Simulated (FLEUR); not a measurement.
Input of a FLEUR MaX-R8.1 (later development tree) run:

File inp.xml:

```xml
<?xml version="1.0" encoding="UTF-8" standalone="no"?>
<fleurInput fleurInputVersion="0.39">
   <comment>
      Pb                                                                                                  
   </comment>
   <calculationSetup>
      <cutoffs Kmax="4.1" Gmax="12.7" GmaxXC="12.7" numbands="0"/>
      <scfLoop itmax="80" minDistance="0.0001" maxIterBroyd="30" imix="Anderson" alpha="0.05" precondParam="0.0" spinf="2.0" sdNocoIR="T"/>
      <coreElectrons ctail="F" frcor="F" kcrel="0" coretail_lmax="0"/>
      <xcFunctional name="LibXC" relativisticCorrections="F">
         <LibXCName exchange="mgga_x_r2scan" correlation="mgga_c_r2scan"/>
         <AuxGGA exchange="117" correlation="130"/>
      </xcFunctional>
      <magnetism jspins="1"/>
      <soc l_soc="F" theta="0.0" phi="0.0" spav="F"/>
      <expertModes spex="0" secvar="F"/>
      <geometryOptimization l_f="F" forcealpha="1.0" forcemix="BFGS" epsdisp="0.00001" epsforce="0.00001"/>
      <ldaU l_linMix="F" mixParam="0.05" spinf="1.0"/>
   </calculationSetup>
   <cell>
      <bzIntegration valenceElectrons="20.0" mode="hist" fermiSmearingEnergy="0.00183747">
         <kPointListSelection listName="default-1"/>
         <!-- k-points included here -->
         <xi:include xmlns:xi="http://www.w3.org/2001/XInclude" href="kpts.xml"> </xi:include>
      </bzIntegration>
      <!-- symmetry operations included here -->
      <xi:include xmlns:xi="http://www.w3.org/2001/XInclude" href="sym.xml"> </xi:include>
      <bulkLattice scale="1.0">
         <bravaisMatrix>
            <row-1>   -3.7410144010073063     3.7410144010073063     3.7410144010073063</row-1>
            <row-2>    3.7410144010073063    -3.7410144010073063     3.7410144010073063</row-2>
            <row-3>    3.7410144010073063     3.7410144010073063    -3.7410144010073063</row-3>
         </bravaisMatrix>
      </bulkLattice>
   </cell>
   <atomSpecies>
      <species name="Lead (Pb)" element="Pb" atomicNumber="82">
         <mtSphere radius="2.66" gridPoints="879" logIncrement="0.015"/>
         <atomicCutoffs lmax="10" lnonsphr="10"/>
         <electronConfig flipSpins="F">
            <coreConfig>(1s1/2) (2s1/2) (2p1/2) (2p3/2) (3s1/2) (3p1/2) (3p3/2) (4s1/2) (3d3/2) (3d5/2) (4p1/2) (4p3/2) (4d3/2) (4d5/2) (4f5/2) (4f7/2) (5s1/2)</coreConfig>
            <valenceConfig>(5p1/2) (5p3/2) (6s1/2) (5d3/2) (5d5/2) (6p1/2) (6p3/2)</valenceConfig>
            <stateOccupation state="(6p1/2)" spinUp="0.333333" spinDown="0.333333"/>
            <stateOccupation state="(6p3/2)" spinUp="0.666667" spinDown="0.666667"/>
         </electronConfig>
         <energyParameters s="6" p="6" d="5" f="5"/>
         <lo type="SCLO" l="1" n="5" eDeriv="0"/>
         <lo type="SCLO" l="1" n="5" eDeriv="1"/>
         <lo type="SCLO" l="0" n="6" eDeriv="2"/>
         <lo type="SCLO" l="2" n="5" eDeriv="2"/>
         <lo type="SCLO" l="3" n="5" eDeriv="2"/>
      </species>
   </atomSpecies>
   <atomGroups>
      <atomGroup species="Lead (Pb)">
         <relPos label="                   1">.0000000000 .0000000000 .0000000000</relPos>
         <force calculate="T" relaxXYZ="TTT"/>
      </atomGroup>
   </atomGroups>
   <output dos="F" band="F" slice="F">
      <checks vchk="F" cdinf="F"/>
      <bandDOS minEnergy="-.5*Htr" maxEnergy="0.5*Htr" sigma="0.015" storeEVData="T"/>
      <vacuumDOS vacdos="F" integ="F" star="F" nstars="0" locx1="0.0" locy1="0.0" locx2="0.0" locy2="0.0" nstm="0" tworkf="0.0"/>
      <unfoldingBand unfoldBand="F" supercellX="1" supercellY="1" supercellZ="1"/>
      <plotting iplot="0" polar="F">
         <plot TwoD="T" vec1="  1.0  0.0  0.0" vec2="  0.0  1.0  0.0" vec3="  0.0  0.0  1.0" zero="  0.0  0.0  0.0" file="plot"/>
      </plotting>
      <chargeDensitySlicing numkpt="0" minEigenval="0.0" maxEigenval="0.0" nnne="0" pallst="F"/>
      <specialOutput eonly="F"/>
      <moessbauerParams electricFieldGradient="T" isomerShift="T" coreHyperfine="T" valenceHyperfine="T"/>
      <magneticCircularDichroism mcd="F" energyLo="-10.0" energyUp="0.0"/>
   </output>
  <!-- We include the file relax.xml here to enable relaxations (see documentation) -->
  <xi:include xmlns:xi="http://www.w3.org/2001/XInclude" href="relax.xml"> <xi:fallback/> </xi:include>
</fleurInput>
```

The input crystal.txt:

```
Pb
&input cartesian=F /
-1.9796595667  1.9796595667  1.9796595667
1.9796595667  -1.9796595667  1.9796595667
1.9796595667  1.9796595667  -1.9796595667
1.8897261246
1.0 1.0 1.0

1
82 0.0000000000  0.0000000000  0.0000000000

&kpt div1=9 div2=9 div3=9 gamma=T /
```

File inp.xml (bands):

```
<?xml version="1.0" encoding="UTF-8" standalone="no"?>
<fleurInput fleurInputVersion="0.39">
   <comment>
      Pb                                                                                                  
   </comment>
   <calculationSetup>
      <cutoffs Kmax="4.1" Gmax="12.7" GmaxXC="12.7" numbands="0"/>
      <scfLoop itmax="80" minDistance="0.0001" maxIterBroyd="30" imix="Anderson" alpha="0.05" precondParam="0.0" spinf="2.0" sdNocoIR="T"/>
      <coreElectrons ctail="F" frcor="F" kcrel="0" coretail_lmax="0"/>
      <xcFunctional name="LibXC" relativisticCorrections="F">
         <LibXCName exchange="mgga_x_r2scan" correlation="mgga_c_r2scan"/>
         <AuxGGA exchange="117" correlation="130"/>
      </xcFunctional>
      <magnetism jspins="1"/>
      <soc l_soc="F" theta="0.0" phi="0.0" spav="F"/>
      <expertModes spex="0" secvar="F"/>
      <geometryOptimization l_f="F" forcealpha="1.0" forcemix="BFGS" epsdisp="0.00001" epsforce="0.00001"/>
      <ldaU l_linMix="F" mixParam="0.05" spinf="1.0"/>
   </calculationSetup>
   <cell>
      <bzIntegration valenceElectrons="20.0" mode="hist" fermiSmearingEnergy="0.00183747">
         <kPointListSelection listName="path-1"/>
         <!-- k-points included here -->
         <xi:include xmlns:xi="http://www.w3.org/2001/XInclude" href="kpts.xml"> </xi:include>
      </bzIntegration>
      <!-- symmetry operations included here -->
      <xi:include xmlns:xi="http://www.w3.org/2001/XInclude" href="sym.xml"> </xi:include>
      <bulkLattice scale="1.0">
         <bravaisMatrix>
            <row-1>   -3.7410144010073063     3.7410144010073063     3.7410144010073063</row-1>
            <row-2>    3.7410144010073063    -3.7410144010073063     3.7410144010073063</row-2>
            <row-3>    3.7410144010073063     3.7410144010073063    -3.7410144010073063</row-3>
         </bravaisMatrix>
      </bulkLattice>
   </cell>
   <atomSpecies>
      <species name="Lead (Pb)" element="Pb" atomicNumber="82">
         <mtSphere radius="2.66" gridPoints="879" logIncrement="0.015"/>
         <atomicCutoffs lmax="10" lnonsphr="10"/>
         <electronConfig flipSpins="F">
            <coreConfig>(1s1/2) (2s1/2) (2p1/2) (2p3/2) (3s1/2) (3p1/2) (3p3/2) (4s1/2) (3d3/2) (3d5/2) (4p1/2) (4p3/2) (4d3/2) (4d5/2) (4f5/2) (4f7/2) (5s1/2)</coreConfig>
            <valenceConfig>(5p1/2) (5p3/2) (6s1/2) (5d3/2) (5d5/2) (6p1/2) (6p3/2)</valenceConfig>
            <stateOccupation state="(6p1/2)" spinUp="0.333333" spinDown="0.333333"/>
            <stateOccupation state="(6p3/2)" spinUp="0.666667" spinDown="0.666667"/>
         </electronConfig>
         <energyParameters s="6" p="6" d="5" f="5"/>
         <lo type="SCLO" l="1" n="5" eDeriv="0"/>
         <lo type="SCLO" l="1" n="5" eDeriv="1"/>
         <lo type="SCLO" l="0" n="6" eDeriv="2"/>
         <lo type="SCLO" l="2" n="5" eDeriv="2"/>
         <lo type="SCLO" l="3" n="5" eDeriv="2"/>
      </species>
   </atomSpecies>
   <atomGroups>
      <atomGroup species="Lead (Pb)">
         <relPos label="                   1">.0000000000 .0000000000 .0000000000</relPos>
         <force calculate="T" relaxXYZ="TTT"/>
      </atomGroup>
   </atomGroups>
   <output dos="F" band="T" slice="F">
      <checks vchk="F" cdinf="F"/>
      <bandDOS minEnergy="-.5*Htr" maxEnergy="0.5*Htr" sigma="0.015" storeEVData="T"/>
      <vacuumDOS vacdos="F" integ="F" star="F" nstars="0" locx1="0.0" locy1="0.0" locx2="0.0" locy2="0.0" nstm="0" tworkf="0.0"/>
      <unfoldingBand unfoldBand="F" supercellX="1" supercellY="1" supercellZ="1"/>
      <plotting iplot="0" polar="F">
         <plot TwoD="T" vec1="  1.0  0.0  0.0" vec2="  0.0  1.0  0.0" vec3="  0.0  0.0  1.0" zero="  0.0  0.0  0.0" file="plot"/>
      </plotting>
      <chargeDensitySlicing numkpt="0" minEigenval="0.0" maxEigenval="0.0" nnne="0" pallst="F"/>
      <specialOutput eonly="F"/>
      <moessbauerParams electricFieldGradient="T" isomerShift="T" coreHyperfine="T" valenceHyperfine="T"/>
      <magneticCircularDichroism mcd="F" energyLo="-10.0" energyUp="0.0"/>
   </output>
  <!-- We include the file relax.xml here to enable relaxations (see documentation) -->
  <xi:include xmlns:xi="http://www.w3.org/2001/XInclude" href="relax.xml"> <xi:fallback/> </xi:include>
</fleurInput>
```

Potentials or basis: all-electron, FLAPW.

Launch:

```sh
$ inpgen -f crystal.txt -profile fastHighL
$ # inp.xml edited to the form shown
$ fleur_MPI
$ fleur_MPI   # second run, on inp.xml (bands)
```

(1) Predict the band gap along the path.

Answers

(1) none (metal or under the smearing width).

Caveat: the meta-GGA is that of a development version, with a GGA for the radial functions and cores and without core tails; spin-orbit coupling is left out, which moves the levels of the heavy elements.
